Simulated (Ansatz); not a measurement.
Co: checking dH/dP = V

Theory: Ansatz, DFT PBE, scalar-relativistic, plane waves, PAW. (420 eV cutoff, 18×18×10 k-mesh, Gaussian smearing of 0.10 eV, collinear spin)

Starting point, cell and atoms relaxed:

```
CELL_PARAMETERS angstrom
2.49214 0.00000 0.00000
-1.24607 2.15826 0.00000
0.00000 0.00000 4.03374
ATOMIC_POSITIONS crystal
Co 0.66667 0.33333 0.25000
Co 0.33333 0.66667 0.75000
```

Cell and atoms were relaxed at each target pressure within the start's symmetry (P6_3/mmc), at zero temperature; other phases can be more stable under pressure. H = E + PV with P the target; E is the free energy at the smearing used, whose derivative the pressure is, per atom and counted from zero pressure. The mesh named is that at zero pressure; some other pressures ran on another.

```csv
P (GPa),V (Å³/atom),E − E0 (meV),H − H0 (meV)
0,10.848,0.0,0.0
2,10.750,0.6,134.8
5,10.615,3.6,334.8
10,10.408,13.2,662.8
20,10.049,46.4,1300.9
40,9.481,151.0,2518.1
```

Question: Thermodynamics gives dH/dP = V along a relaxed path. Integrate V over P by the trapezoid rule and compare with the computed enthalpies.

Answer: With 1 eV/Å³ = 160.22 GPa, each step adds the mean volume times ΔP / 160.22:
```csv
P (GPa),∫V dP (meV),H − H0 (meV),difference (meV)
2,134.8,134.8,0.0
5,334.8,334.8,0.0
10,662.9,662.8,0.0
20,1301.3,1300.9,0.4
40,2520.3,2518.1,2.2
```

V(P) curves upward, so the trapezoid rule runs high; integrating a smooth curve through the same points puts that excess at about 2.2 meV at 40 GPa, against the 2.2 meV found.

Question: At 40 GPa, how much of the enthalpy change is stored energy and how much is the PV term?

Answer: E rises by 151 meV/atom and PV is 40 × 9.481 / 160.22 = 2367 meV/atom, so PV makes 94 % of ΔH. So between rival structures at high pressure a small difference in volume can outweigh the difference in energy: 1 % of this volume is worth 23.7 meV/atom at this pressure.

Question: What bulk modulus do the lowest pressures give?

Answer: From the pressures that the runs reached, -1.99 GPa (10.949 Å³) and 2.04 GPa (10.750 Å³), B = −ΔP/Δln V = 4.03 / 0.0184 = 220 GPa, a mean over that range.